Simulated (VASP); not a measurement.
# Mg (Fm-3m) in VASP: a series of runs

Aim: see how the results for Mg move with the level of theory and the settings. Levels: PBE+D3, vdW-DF-cx. Tasks: band structure, optical spectrum.

Program: VASP 6.6.1. These are calculated values, not measurements. Logs are shortened: lines on timing, memory, paths and dates and some standing lists are left out, and cuts for length are marked.

## (1) The crystal as given

Symmetry: Fm-3m, No. 225, cubic system. Conventional cell: a = 4.489 Å, b = 4.489 Å, c = 4.489 Å, α = 90.00°, β = 90.00°, γ = 90.00°. Mg (site symmetry m-3m) is surrounded by 12 Mg at 3.17 Å.

This isn't the form of Mg at room conditions, which is hcp.

## (2) Band structure, PBE+D3

File INCAR:

```
SYSTEM = Mg
PREC = Accurate
ENCUT = 550
EDIFF = 1E-7
ISMEAR = 1
SIGMA = 0.2
LREAL = .FALSE.
LASPH = .TRUE.
NELM = 80
ALGO = Normal
ISIF = 2
LWAVE = .FALSE.
LCHARG = .FALSE.
GGA = PE
IVDW = 11
NBANDS = 12
```

File Mg.cif:

```cif
data_Mg
_cell_length_a 4.48851200
_cell_length_b 4.48851200
_cell_length_c 4.48851200
_cell_angle_alpha 90.00000000
_cell_angle_beta 90.00000000
_cell_angle_gamma 90.00000000
_space_group_name_H-M_alt 'Fm-3m'
_space_group_name_Hall '-F 4 2 3'
_space_group_IT_number 225
loop_
_space_group_symop_operation_xyz
'x,y,z'
'-x,-y,-z'
'-y,x,z'
'y,-x,-z'
'-x,-y,z'
'x,y,-z'
'y,-x,z'
'-y,x,-z'
'x,-y,-z'
'-x,y,z'
'-y,-x,-z'
'y,x,z'
'-x,y,-z'
'x,-y,z'
'y,x,-z'
'-y,-x,z'
'z,x,y'
'-z,-x,-y'
'z,-y,x'
'-z,y,-x'
'z,-x,-y'
'-z,x,y'
'z,y,-x'
'-z,-y,x'
'-z,x,-y'
'z,-x,y'
'-z,-y,-x'
'z,y,x'
'-z,-x,y'
'z,x,-y'
'-z,y,x'
'z,-y,-x'
'y,z,x'
'-y,-z,-x'
'x,z,-y'
'-x,-z,y'
'-y,z,-x'
'y,-z,x'
'-x,z,y'
'x,-z,-y'
'-y,-z,x'
'y,z,-x'
'-x,-z,-y'
'x,z,y'
'y,-z,-x'
'-y,z,x'
'x,-z,y'
'-x,z,-y'
'x,y+1/2,z+1/2'
'-x,-y+1/2,-z+1/2'
'-y,x+1/2,z+1/2'
[... 62 lines left out ...]
'-z+1/2,-x,-y+1/2'
'z+1/2,-y,x+1/2'
'-z+1/2,y,-x+1/2'
'z+1/2,-x,-y+1/2'
'-z+1/2,x,y+1/2'
'z+1/2,y,-x+1/2'
'-z+1/2,-y,x+1/2'
'-z+1/2,x,-y+1/2'
'z+1/2,-x,y+1/2'
'-z+1/2,-y,-x+1/2'
'z+1/2,y,x+1/2'
'-z+1/2,-x,y+1/2'
'z+1/2,x,-y+1/2'
'-z+1/2,y,x+1/2'
'z+1/2,-y,-x+1/2'
'y+1/2,z,x+1/2'
'-y+1/2,-z,-x+1/2'
'x+1/2,z,-y+1/2'
'-x+1/2,-z,y+1/2'
'-y+1/2,z,-x+1/2'
'y+1/2,-z,x+1/2'
'-x+1/2,z,y+1/2'
'x+1/2,-z,-y+1/2'
'-y+1/2,-z,x+1/2'
'y+1/2,z,-x+1/2'
'-x+1/2,-z,-y+1/2'
'x+1/2,z,y+1/2'
'y+1/2,-z,-x+1/2'
'-y+1/2,z,x+1/2'
'x+1/2,-z,y+1/2'
'-x+1/2,z,-y+1/2'
'x+1/2,y+1/2,z'
'-x+1/2,-y+1/2,-z'
'-y+1/2,x+1/2,z'
'y+1/2,-x+1/2,-z'
'-x+1/2,-y+1/2,z'
'x+1/2,y+1/2,-z'
'y+1/2,-x+1/2,z'
'-y+1/2,x+1/2,-z'
'x+1/2,-y+1/2,-z'
'-x+1/2,y+1/2,z'
'-y+1/2,-x+1/2,-z'
'y+1/2,x+1/2,z'
'-x+1/2,y+1/2,-z'
'x+1/2,-y+1/2,z'
'y+1/2,x+1/2,-z'
'-y+1/2,-x+1/2,z'
'z+1/2,x+1/2,y'
'-z+1/2,-x+1/2,-y'
'z+1/2,-y+1/2,x'
'-z+1/2,y+1/2,-x'
'z+1/2,-x+1/2,-y'
'-z+1/2,x+1/2,y'
'z+1/2,y+1/2,-x'
'-z+1/2,-y+1/2,x'
'-z+1/2,x+1/2,-y'
'z+1/2,-x+1/2,y'
'-z+1/2,-y+1/2,-x'
'z+1/2,y+1/2,x'
'-z+1/2,-x+1/2,y'
'z+1/2,x+1/2,-y'
'-z+1/2,y+1/2,x'
'z+1/2,-y+1/2,-x'
'y+1/2,z+1/2,x'
'-y+1/2,-z+1/2,-x'
'x+1/2,z+1/2,-y'
'-x+1/2,-z+1/2,y'
'-y+1/2,z+1/2,-x'
'y+1/2,-z+1/2,x'
'-x+1/2,z+1/2,y'
'x+1/2,-z+1/2,-y'
'-y+1/2,-z+1/2,x'
'y+1/2,z+1/2,-x'
'-x+1/2,-z+1/2,-y'
'x+1/2,z+1/2,y'
'y+1/2,-z+1/2,-x'
'-y+1/2,z+1/2,x'
'x+1/2,-z+1/2,y'
'-x+1/2,z+1/2,-y'
loop_
_atom_site_label
_atom_site_type_symbol
_atom_site_symmetry_multiplicity
_atom_site_Wyckoff_symbol
_atom_site_fract_x
_atom_site_fract_y
_atom_site_fract_z
_atom_site_occupancy
Mg1 Mg 4 a 0.0000000000 0.0000000000 0.0000000000 1
```

File KPOINTS:

```
Automatic mesh
0
G
  6 6 6
  0 0 0
```

File POSCAR:

```
Mg
 1.0000000000000000
     4.4885120000000001    0.0000000000000000    0.0000000000000000
     0.0000000000000000    4.4885120000000001    0.0000000000000000
     0.0000000000000000    0.0000000000000000    4.4885120000000001
 Mg 
   4
Cartesian
  0.0000000000000000  0.0000000000000000  0.0000000000000000
  0.0000000000000000  2.2442560000000000  2.2442560000000000
  2.2442560000000000  0.0000000000000000  2.2442560000000000
  2.2442560000000000  2.2442560000000000  0.0000000000000000
```

File KPOINTS_OPT:

```
path GXMGRX,MR
15
line-mode
reciprocal
 0.0000000000  0.0000000000  0.0000000000  G
 0.0000000000  0.5000000000  0.0000000000  X

 0.0000000000  0.5000000000  0.0000000000  X
 0.5000000000  0.5000000000  0.0000000000  M

 0.5000000000  0.5000000000  0.0000000000  M
 0.0000000000  0.0000000000  0.0000000000  G

 0.0000000000  0.0000000000  0.0000000000  G
 0.5000000000  0.5000000000  0.5000000000  R

 0.5000000000  0.5000000000  0.5000000000  R
 0.0000000000  0.5000000000  0.0000000000  X

 0.5000000000  0.5000000000  0.0000000000  M
 0.5000000000  0.5000000000  0.5000000000  R
```

Potentials or basis: VASP PAW PBE potentials, release 64 (Mg_GW).

Command:

```sh
ase convert -i cif -o vasp Mg.cif POSCAR
cat potpaw_PBE.64/Mg_GW/POTCAR > POTCAR
mpirun -np 1 vasp_std > vasp.out
```

OUTCAR:

```text
SYSTEM = Mg
   PREC = Accurate
   ENCUT = 550
   EDIFF = 1E-7
   ISMEAR = 1
   LREAL = .FALSE.
   LASPH = .TRUE.
   NELM = 80
   ISIF = 2
   GGA = PE
   IVDW = 11
 IVDW          = 11

 ion  position               nearest neighbor table
   1  0.000  0.000  0.000-
   2  0.000  0.500  0.500-
   3  0.500  0.000  0.500-
   4  0.500  0.500  0.000-

  LATTYP: Found a simple cubic cell.
 ALAT       =     4.4885120000

  Lattice vectors:

 A1 = (   4.4885120000,   0.0000000000,   0.0000000000)
 A2 = (   0.0000000000,   4.4885120000,   0.0000000000)
 A3 = (   0.0000000000,   0.0000000000,   4.4885120000)

Analysis of symmetry for initial positions (statically):
=====================================================================
 Subroutine PRICEL returns following result:

  LATTYP: Found a face centered cubic cell.
 ALAT       =     4.4885120000

  Lattice vectors:

 A1 = (   2.2442560000,  -2.2442560000,   0.0000000000)
 A2 = (   2.2442560000,   0.0000000000,   2.2442560000)
 A3 = (   0.0000000000,  -2.2442560000,   2.2442560000)

   4 primitive cells build up your supercell.

 Routine SETGRP: Setting up the symmetry group for a
 simple cubic supercell.

 Subroutine GETGRP returns: Found 48 space group operations
 (whereof 48 operations were pure point group operations)
 out of a pool of 48 trial point group operations.

The static configuration has the point symmetry O_h .

Analysis of symmetry for dynamics (positions and initial velocities):
=====================================================================
 Subroutine PRICEL returns following result:

  LATTYP: Found a face centered cubic cell.
 ALAT       =     4.4885120000

  Lattice vectors:

 A1 = (   2.2442560000,  -2.2442560000,   0.0000000000)
 A2 = (   2.2442560000,   0.0000000000,   2.2442560000)
 A3 = (   0.0000000000,  -2.2442560000,   2.2442560000)

   4 primitive cells build up your supercell.

 Routine SETGRP: Setting up the symmetry group for a
 simple cubic supercell.

 Subroutine GETGRP returns: Found 48 space group operations
 (whereof 48 operations were pure point group operations)
 out of a pool of 48 trial point group operations.

The dynamic configuration has the point symmetry O_h .

 Subroutine INISYM returns: Found 48 space group operations
 (whereof 48 operations are pure point group operations),
 and found     4 'primitive' translations

----------------------------------------------------------------------------------------

                                     Primitive cell

  volume of cell :      22.6072

  direct lattice vectors                    reciprocal lattice vectors
     2.244256000 -2.244256000  0.000000000     0.222790983 -0.222790983 -0.222790983
     2.244256000  0.000000000  2.244256000     0.222790983  0.222790983  0.222790983
     0.000000000 -2.244256000  2.244256000    -0.222790983 -0.222790983  0.222790983

  length of vectors
     3.173857273  3.173857273  3.173857273     0.385885302  0.385885302  0.385885302

  position of ions in fractional coordinates (direct lattice)
[... 59 lines left out ...]
   ions per type =               4
   NGX,Y,Z   is equivalent  to a cutoff of  13.33, 13.33, 13.33 a.u.
   NGXF,Y,Z  is equivalent  to a cutoff of  26.67, 26.67, 26.67 a.u.
 SYSTEM =  Mg
   PREC   = accura    normal or accurate (medium, high low for compatibility)
   ISTART =      0    job   : 0-new  1-cont  2-samecut
   ICHARG =      2    charge: 1-file 2-atom 10-const
   ISPIN  =      1    spin polarized calculation?
   LNONCOLLINEAR =      F non collinear calculations
   LSORBIT =      F    spin-orbit coupling
   LASPH  =      T    aspherical Exc in radial PAW
   ENCUT  =  550.0 eV  40.42 Ry    6.36 a.u.   8.58  8.58  8.58*2*pi/ulx,y,z
   NELM   =     80;   NELMIN=  2; NELMDL= -5     # of ELM steps
   EDIFF  = 0.1E-06   stopping-criterion for ELM
   LREAL  =      F    real-space projection
   EDIFFG = 0.1E-05   stopping-criterion for IOM
   NSW    =      0    number of steps for IOM
   IBRION =     -1    ionic relax: 0-MD 1-quasi-New 2-CG
   NFREE  =      0    steps in history (QN), initial steepest desc. (CG)
   ISIF   =      2    stress and relaxation
   ISYM   =      2    0-nonsym 1-usesym 2-fastsym
   POTIM  = 0.5000    time-step for ionic-motion
   TEBEG  =    0.0;   TEEND  =   0.0 temperature during run
   PSTRESS=    0.0 pullay stress
   NELECT =       8.0000    total number of electrons
   NUPDOWN=      -1.0000    fix difference up-down
   EMIN   =  10.00;   EMAX   =-10.00  energy-range for DOS
   EFERMI =   0.00;   METHOD = LEGACY
   ISMEAR =     1;   SIGMA  =   0.20  broadening in eV -4-tet -1-fermi 0-gaus
   EFERMI_NEDOS =   21; number of points for ismear=-14 and -15
   IALGO  =     38    algorithm
   IMIX   =      4    mixing-type and parameters
     AMIX     =   0.40;   BMIX     =  1.00
     AMIX_MAG =   1.60;   BMIX_MAG =  1.00
  volume/ion in A,a.u.               =      22.61       152.56
  Fermi-wavevector in a.u.,A,eV,Ry     =   0.729462  1.378483  7.239854  0.532114
  Thomas-Fermi vector in A             =   1.821189
   LORBIT       =      0    0 simple, 1 ext, 2 COOP (PROOUT), +10 PAW based schemes
   GGA     = PE    functional components
   LHFCALC =     F    Hartree Fock is set to
   AEXX    =    0.0000 exact exchange contribution
   IVDW    =    11    specifies the selected vdW correction
   LEPSILON=     F    determine dielectric tensor
   LRPA    =     F    only Hartree local field effects (RPA)
 non-spin polarized calculation
 Methfessel and Paxton  Order N= 1 SIGMA  =   0.20
  energy-cutoff  :      550.00
  volume of cell :       90.43
 maximum number of plane-waves:      2680
 NGX is ok and might be reduce to    36
   NGX = 17   NGY = 17   NGZ = 17

 number of electron       8.0000000 magnetization

 Free energy of the ion-electron system (eV)
  ---------------------------------------------------
  ext. energy  EPLUGINS =         0.00000000
  ---------------------------------------------------
  free energy    TOTEN  =        -5.95343459 eV

  energy without entropy =       -5.94736185  energy(sigma->0) =       -5.95141035

 E-fermi :   2.6497     XC(G=0):  -8.5404

 val. band max:        2.5952177581   @ k =   0.3333   0.3333   0.1667
 cond. band min:       2.6657423138   @ k =   0.1667   0.0000   0.0000
 fundamental gap:      0.0705245557
 Fermi energy:         2.6497262025

 k-point     1 :       0.0000    0.0000    0.0000
  band No.  band energies     occupation
      1      -4.2875      2.00000
      2       2.4797      2.00353
      3       2.4797      2.00353
      4       2.4797      2.00353
      5       3.5090     -0.00000
      6       3.5090     -0.00000
      7       3.5090     -0.00000
      8       8.8235      0.00000
      9       8.8235      0.00000
     10       8.8235      0.00000
     11       9.7203      0.00000
     12       9.7203      0.00000
[... 271 lines left out ...]
 k-point    20 :       0.5000    0.5000    0.5000
  band No.  band energies     occupation
      1       0.9744      2.00000
      2       0.9744      2.00000
      3       0.9744      2.00000
      4       0.9744      2.00000
      5       1.4164      2.00000
      6       1.4164      2.00000
      7       1.4164      2.00000
      8       1.4164      2.00000
      9      14.0520      0.00000
     10      14.0520      0.00000
     11      14.0520      0.00000
     12      14.0520      0.00000

------------------------ aborting loop because EDIFF is reached ----------------------------------------

 Edisp (eV)   -0.81454

 E8    (eV) :    -0.4423

  FORCE on cell =-STRESS in cart. coord.  units (eV):
  Direction    XX          YY          ZZ          XY          YZ          ZX
  --------------------------------------------------------------------------------------
  -------------------------------------------------------------------------------------
  Total      -0.41926    -0.41926    -0.41926     0.00000    -0.00000    -0.00000
  in kB      -7.42827    -7.42827    -7.42827     0.00000    -0.00000    -0.00000
  external pressure =       -7.43 kB  Pullay stress =        0.00 kB

 VOLUME and BASIS-vectors are now :
 -----------------------------------------------------------------------------
  energy-cutoff  :      550.00
  volume of cell :       90.43
      direct lattice vectors                 reciprocal lattice vectors
     4.488512000  0.000000000  0.000000000     0.222790983  0.000000000  0.000000000
     0.000000000  4.488512000  0.000000000     0.000000000  0.222790983  0.000000000
     0.000000000  0.000000000  4.488512000     0.000000000  0.000000000  0.222790983

 POSITION                                       TOTAL-FORCE (eV/Angst)
 -----------------------------------------------------------------------------------
      0.00000      0.00000      0.00000         0.000000      0.000000     -0.000000
      0.00000      2.24426      2.24426        -0.000000     -0.000000      0.000000
      2.24426      0.00000      2.24426        -0.000000      0.000000     -0.000000
      2.24426      2.24426      0.00000         0.000000      0.000000      0.000000
 -----------------------------------------------------------------------------------
    total drift:                               -0.000000     -0.000000     -0.000000

  FREE ENERGIE OF THE ION-ELECTRON SYSTEM (eV)
  ---------------------------------------------------
  free  energy   TOTEN  =        -6.7679742191 eV

  energy  without entropy=       -6.7619014804  energy(sigma->0) =       -6.76594997
```

It took 42 s on 1 thread of Intel Xeon Platinum 8488C (Sapphire Rapids), shared host; peak memory 0.22 GiB.

Results:

* Free energy: -6.7680 eV
* Pressure: -0.7 GPa
* Band gap along the path: none (metal or under the smearing width)
* Dispersion energy per atom: -0.204 eV

Levels at the corners of the path, in eV from the Fermi level:
| point | band 2 | band 3 | band 4 | band 5 | band 6 | band 7 |
| --- | --- | --- | --- | --- | --- | --- |
| Γ | -0.17 | -0.17 | -0.17 | 0.86 | 0.86 | 0.86 |
| X | -5.08 | 1.51 | 1.51 | 1.51 | 1.51 | 2.03 |
| X | -5.08 | 1.51 | 1.51 | 1.51 | 1.51 | 2.03 |
| M | -3.26 | -3.26 | -3.26 | 3.20 | 3.20 | 3.20 |
| M | -3.26 | -3.26 | -3.26 | 3.20 | 3.20 | 3.20 |
| Γ | -0.17 | -0.17 | -0.17 | 0.86 | 0.86 | 0.86 |
| Γ | -0.17 | -0.17 | -0.17 | 0.86 | 0.86 | 0.86 |
| R | -1.68 | -1.68 | -1.68 | -1.23 | -1.23 | -1.23 |
| R | -1.68 | -1.68 | -1.68 | -1.23 | -1.23 | -1.23 |
| X | -5.08 | 1.51 | 1.51 | 1.51 | 1.51 | 2.03 |
| M | -3.26 | -3.26 | -3.26 | 3.20 | 3.20 | 3.20 |
| R | -1.68 | -1.68 | -1.68 | -1.23 | -1.23 | -1.23 |

Caveat: pairwise dispersion overbinds metals, which lowers pressure and volume.

[end of part 1 of 2]
